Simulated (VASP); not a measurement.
# Ba in VASP: single point with PBE

Aim: the single point of Ba with PBE.

All numbers are computed with VASP 6.6.1; they aren't measurements. Logs are shortened: lines on timing, memory, paths and dates and some standing lists are left out, and cuts for length are marked.

## 1. The wire as given

The cell holds a wire with vacuum, 9 atoms: a = 19.200 Å, b = 16.400 Å, c = 4.341 Å, α = 90.00°, β = 90.00°, γ = 90.00°.

## 2. Single point, PBE

File INCAR:

```
ALGO = Fast ; EDIFF = 1E-7
ENCUT = 520 ; GGA = PE
ISIF = 2 ; ISMEAR = 0
LASPH = True ; LCHARG = False
LREAL = False ; LWAVE = False
NBANDS = 55 ; NELM = 100
PREC = Accurate ; SIGMA = 0.05
```

File KPOINTS:

```
k-points
0
Gamma
  1 1 8
```

File POSCAR:

```
Ba
1.0
   19.2000000000      0.0000000000      0.0000000000
    0.0000000000     16.4000000000      0.0000000000
    0.0000000000      0.0000000000      4.3413853492
Ba
9
Direct
    0.3401133844      0.2838581528      0.0000000000
    0.3401133844      0.7161418472      0.0000000000
    0.2335223073      0.5000000000      0.6666666667
    0.6598866156      0.5000000000      0.0000000000
    0.5532955385      0.2838581528      0.6666666667
    0.5532955385      0.7161418472      0.6666666667
    0.4467044615      0.5000000000      0.3333333333
    0.7664776927      0.2838581528      0.3333333333
    0.7664776927      0.7161418472      0.3333333333
```

Potentials or basis: VASP PAW PBE potentials, release 64 (Ba_sv).

On the command line:

```bash
$ cat potpaw_PBE.64/Ba_sv/POTCAR > POTCAR
$ mpirun -np 1 vasp_std > vasp.out
```

OUTCAR:

```text
EDIFF = 1E-7
   ENCUT = 520
   GGA = PE
   ISIF = 2
   ISMEAR = 0
   LASPH = True
   LREAL = False
   NELM = 100
   PREC = Accurate

 ion  position               nearest neighbor table
   1  0.340  0.284  0.000-   5 4.34   3 4.34   7 4.34
   2  0.340  0.716  0.000-   6 4.34   3 4.34   7 4.34
   3  0.234  0.500  0.667-   1 4.34   2 4.34   7 4.34
   4  0.660  0.500  0.000-   7 4.34   6 4.34   5 4.34   8 4.34   9 4.34
   5  0.553  0.284  0.667-   1 4.34   7 4.34   4 4.34   8 4.34
   6  0.553  0.716  0.667-   2 4.34   7 4.34   4 4.34   9 4.34
   7  0.447  0.500  0.333-   4 4.34   5 4.34   6 4.34   2 4.34   1 4.34   3 4.34
   8  0.766  0.284  0.333-   4 4.34   5 4.34
   9  0.766  0.716  0.333-   4 4.34   6 4.34

  LATTYP: Found a simple orthorhombic cell.
 ALAT       =     4.3413853492
 B/A-ratio  =     3.7775960162
 C/A-ratio  =     4.4225514336

  Lattice vectors:

 A1 = (   0.0000000000,   0.0000000000,  -4.3413853492)
 A2 = (   0.0000000000,  16.4000000000,   0.0000000000)
 A3 = (  19.2000000000,   0.0000000000,   0.0000000000)

Analysis of symmetry for initial positions (statically):
=====================================================================
 Subroutine PRICEL returns:
 Original cell was already a primitive cell.

 Routine SETGRP: Setting up the symmetry group for a
 simple orthorhombic supercell.

 Subroutine GETGRP returns: Found  2 space group operations
 (whereof  2 operations were pure point group operations)
 out of a pool of  8 trial point group operations.

The static configuration has the point symmetry C_1h.

Analysis of symmetry for dynamics (positions and initial velocities):
=====================================================================
 Subroutine PRICEL returns:
 Original cell was already a primitive cell.

 Routine SETGRP: Setting up the symmetry group for a
 simple orthorhombic supercell.

 Subroutine GETGRP returns: Found  2 space group operations
 (whereof  2 operations were pure point group operations)
 out of a pool of  8 trial point group operations.

The dynamic configuration has the point symmetry C_1h.

 Subroutine INISYM returns: Found  2 space group operations
 (whereof  2 operations are pure point group operations),
 and found     1 'primitive' translations

----------------------------------------------------------------------------------------

                                     Primitive cell

  volume of cell :    1367.0154

  direct lattice vectors                    reciprocal lattice vectors
    19.200000000  0.000000000  0.000000000     0.052083333  0.000000000  0.000000000
     0.000000000 16.400000000  0.000000000     0.000000000  0.060975610  0.000000000
     0.000000000  0.000000000  4.341385349     0.000000000  0.000000000  0.230341221

  length of vectors
    19.200000000 16.400000000  4.341385349     0.052083333  0.060975610  0.230341221

  position of ions in fractional coordinates (direct lattice)
     0.340113384  0.283858153  0.000000000
     0.340113384  0.716141847  0.000000000
     0.233522307  0.500000000  0.666666667
     0.659886616  0.500000000  0.000000000
     0.553295539  0.283858153  0.666666667
     0.553295539  0.716141847  0.666666667
     0.446704461  0.500000000  0.333333333
     0.766477693  0.283858153  0.333333333
     0.766477693  0.716141847  0.333333333

  ion indices of the primitive-cell ions
   primitive index   ion index
                 1           1
                 2           2
                 3           3
                 4           4
                 5           5
                 6           6
                 7           7
                 8           8
                 9           9

----------------------------------------------------------------------------------------

 KPOINTS: k-points

Automatic generation of k-mesh.
 Grid dimensions read from file:
 generate k-points for:    1    1    8

 Generating k-lattice:

  Cartesian coordinates                     Fractional coordinates (reciprocal lattice)
     0.052083333  0.000000000  0.000000000     1.000000000  0.000000000  0.000000000
     0.000000000  0.060975610  0.000000000     0.000000000  1.000000000  0.000000000
     0.000000000  0.000000000  0.028792653     0.000000000  0.000000000  0.125000000

  Length of vectors
     0.052083333  0.060975610  0.028792653

  Shift w.r.t. Gamma in fractional coordinates (k-lattice)
     0.000000000  0.000000000  0.000000000

 Subroutine IBZKPT returns following result:
 ===========================================

 Found      5 irreducible k-points:

 Following reciprocal coordinates:
            Coordinates               Weight
  0.000000  0.000000  0.000000      1.000000
  0.000000  0.000000  0.125000      2.000000
  0.000000  0.000000  0.250000      2.000000
  0.000000  0.000000  0.375000      2.000000
  0.000000  0.000000  0.500000      1.000000
   k-points           NKPTS =      5   k-points in BZ     NKDIM =      5   number of bands    NBANDS=     55
   number of dos      NEDOS =    301   number of ions     NIONS =      9
   total plane-waves  NPLWV = 580608
   dimension x,y,z NGX =   144 NGY =  126 NGZ =   32
   dimension x,y,z NGXF=   288 NGYF=  252 NGZF=   64
   ions per type =               9
   NGX,Y,Z   is equivalent  to a cutoff of  12.47, 12.77, 12.25 a.u.
   NGXF,Y,Z  is equivalent  to a cutoff of  24.94, 25.55, 24.51 a.u.
 SYSTEM =  unknown system
   PREC   = accura    normal or accurate (medium, high low for compatibility)
   ISTART =      0    job   : 0-new  1-cont  2-samecut
   ICHARG =      2    charge: 1-file 2-atom 10-const
   ISPIN  =      1    spin polarized calculation?
   LNONCOLLINEAR =      F non collinear calculations
   LSORBIT =      F    spin-orbit coupling
   LASPH  =      T    aspherical Exc in radial PAW
   ENCUT  =  520.0 eV  38.22 Ry    6.18 a.u.  35.70 30.49  8.07*2*pi/ulx,y,z
   NELM   =    100;   NELMIN=  2; NELMDL= -5     # of ELM steps
   EDIFF  = 0.1E-06   stopping-criterion for ELM
   LREAL  =      F    real-space projection
   EDIFFG = 0.1E-05   stopping-criterion for IOM
   NSW    =      0    number of steps for IOM
   IBRION =     -1    ionic relax: 0-MD 1-quasi-New 2-CG
   NFREE  =      0    steps in history (QN), initial steepest desc. (CG)
   ISIF   =      2    stress and relaxation
   ISYM   =      2    0-nonsym 1-usesym 2-fastsym
   POTIM  = 0.5000    time-step for ionic-motion
   TEBEG  =    0.0;   TEEND  =   0.0 temperature during run
   PSTRESS=    0.0 pullay stress
   NELECT =      90.0000    total number of electrons
   NUPDOWN=      -1.0000    fix difference up-down
   EMIN   =  10.00;   EMAX   =-10.00  energy-range for DOS
   EFERMI =   0.00;   METHOD = LEGACY
   ISMEAR =     0;   SIGMA  =   0.05  broadening in eV -4-tet -1-fermi 0-gaus
   EFERMI_NEDOS =   21; number of points for ismear=-14 and -15
   IALGO  =     68    algorithm
   IMIX   =      4    mixing-type and parameters
     AMIX     =   0.40;   BMIX     =  1.00
     AMIX_MAG =   1.60;   BMIX_MAG =  1.00
  volume/ion in A,a.u.               =     151.89      1025.01
  Fermi-wavevector in a.u.,A,eV,Ry     =   0.661045  1.249194  5.945485  0.436981
  Thomas-Fermi vector in A             =   1.733682
   LORBIT       =      0    0 simple, 1 ext, 2 COOP (PROOUT), +10 PAW based schemes
   GGA     = PE    functional components
   LHFCALC =     F    Hartree Fock is set to
   AEXX    =    0.0000 exact exchange contribution
   IVDW    =     0    specifies the selected vdW correction
   LEPSILON=     F    determine dielectric tensor
   LRPA    =     F    only Hartree local field effects (RPA)
 non-spin polarized calculation
 RMM-DIIS sequential band-by-band and
 Gauss-broadening in eV      SIGMA  =   0.05
  energy-cutoff  :      520.00
  volume of cell :     1367.02
 maximum number of plane-waves:     36848
 NGX is ok and might be reduce to   144
   NGX = 71   NGY = 61   NGZ = 17

 number of electron      89.9999997 magnetization

 Free energy of the ion-electron system (eV)
  ---------------------------------------------------
  ext. energy  EPLUGINS =         0.00000000
  ---------------------------------------------------
  free energy    TOTEN  =       -12.98656551 eV

  energy without entropy =      -12.96970008  energy(sigma->0) =      -12.97813279

 E-fermi :  -0.4718     XC(G=0):  -4.1632

 val. band max:       -0.4762076845   @ k =   0.0000   0.0000   0.2500
 cond. band min:      -0.4362469800   @ k =   0.0000   0.0000   0.3750
 fundamental gap:      0.0399607044
 Fermi energy:        -0.4717925784

 k-point     1 :       0.0000    0.0000    0.0000
  band No.  band energies     occupation
      1     -30.2789      2.00000
      2     -30.2788      2.00000
      3     -29.9506      2.00000
      4     -29.9496      2.00000
      5     -29.8884      2.00000
      6     -29.6705      2.00000
[... 47 lines left out ...]
     54       0.2537      0.00000
     55       0.3560      0.00000

 k-point     2 :       0.0000    0.0000    0.1250
  band No.  band energies     occupation
      1     -30.2762      2.00000
      2     -30.2762      2.00000
      3     -29.9478      2.00000
      4     -29.9469      2.00000
      5     -29.8857      2.00000
      6     -29.6677      2.00000
[... 47 lines left out ...]
     54       0.2505      0.00000
     55       0.4530      0.00000

 k-point     3 :       0.0000    0.0000    0.2500
  band No.  band energies     occupation
      1     -30.2698      2.00000
      2     -30.2698      2.00000
      3     -29.9412      2.00000
      4     -29.9405      2.00000
      5     -29.8794      2.00000
      6     -29.6612      2.00000
[... 47 lines left out ...]
     54       0.1479      0.00000
     55       0.2657      0.00000

 k-point     4 :       0.0000    0.0000    0.3750
  band No.  band energies     occupation
      1     -30.2634      2.00000
      2     -30.2633      2.00000
      3     -29.9345      2.00000
      4     -29.9339      2.00000
      5     -29.8731      2.00000
      6     -29.6546      2.00000
[... 47 lines left out ...]
     54       0.1407      0.00000
     55       0.2431      0.00000

 k-point     5 :       0.0000    0.0000    0.5000
  band No.  band energies     occupation
      1     -30.2607      2.00000
      2     -30.2607      2.00000
      3     -29.9318      2.00000
      4     -29.9312      2.00000
      5     -29.8704      2.00000
      6     -29.6518      2.00000
[... 47 lines left out ...]
     54       0.1834      0.00000
     55       0.3549      0.00000

------------------------ aborting loop because EDIFF is reached ----------------------------------------

  FORCE on cell =-STRESS in cart. coord.  units (eV):
  Direction    XX          YY          ZZ          XY          YZ          ZX
  --------------------------------------------------------------------------------------
  -------------------------------------------------------------------------------------
  Total       -1.5182169     -1.6641356      0.1755707      0.0000000      0.0000000     -0.4156476
  in kB       -1.7793894     -1.9504099      0.2057734      0.0000000      0.0000000     -0.4871497
  external PRESSURE =      -1.1746753 kB  Pullay stress =       0.0000000 kB

 VOLUME and BASIS-vectors are now :
 -----------------------------------------------------------------------------
  energy-cutoff  :      520.00
  volume of cell :     1367.02
      direct lattice vectors                 reciprocal lattice vectors
    19.200000000  0.000000000  0.000000000     0.052083333  0.000000000  0.000000000
     0.000000000 16.400000000  0.000000000     0.000000000  0.060975610  0.000000000
     0.000000000  0.000000000  4.341385349     0.000000000  0.000000000  0.230341221

 POSITION                                       TOTAL-FORCE (eV/Angst)
 -----------------------------------------------------------------------------------
      6.53018      4.65527      0.00000         0.026495      0.085676      0.093239
      6.53018     11.74473      0.00000         0.026495     -0.085676      0.093239
      4.48363      8.20000      2.89426         0.118391      0.000000     -0.079714
     12.66982      8.20000      0.00000        -0.052141      0.000000     -0.061567
     10.62327      4.65527      2.89426         0.063390      0.016647     -0.008850
     10.62327     11.74473      2.89426         0.063390     -0.016647     -0.008850
      8.57673      8.20000      1.44713        -0.115164      0.000000     -0.008876
     14.71637      4.65527      1.44713        -0.065428      0.066224     -0.009310
     14.71637     11.74473      1.44713        -0.065428     -0.066224     -0.009310
 -----------------------------------------------------------------------------------
    total drift:                                0.003108     -0.000000     -0.000148

  FREE ENERGIE OF THE ION-ELECTRON SYSTEM (eV)
  ---------------------------------------------------
  free  energy   TOTEN  =       -12.9865655092 eV

  energy  without entropy=      -12.9697000797  energy(sigma->0) =      -12.97813279
```

Run time: 28 min. Hardware: 1 thread of Intel Xeon Platinum 8488C (Sapphire Rapids), shared host; peak memory 1.2 GiB.

What came out:

```
Free energy            : -12.9866 eV
Largest force          : 0.143 eV/Å
Band gap on the k mesh : none (metal or under the smearing width)
```

Forces in eV/Å, atoms in the order of the input:
```
Ba   0.026  0.086  0.093
Ba   0.026 -0.086  0.093
Ba   0.118  0.000 -0.080
Ba  -0.052  0.000 -0.062
Ba   0.063  0.017 -0.009
Ba   0.063 -0.017 -0.009
Ba  -0.115  0.000 -0.009
Ba  -0.065  0.066 -0.009
Ba  -0.065 -0.066 -0.009
```
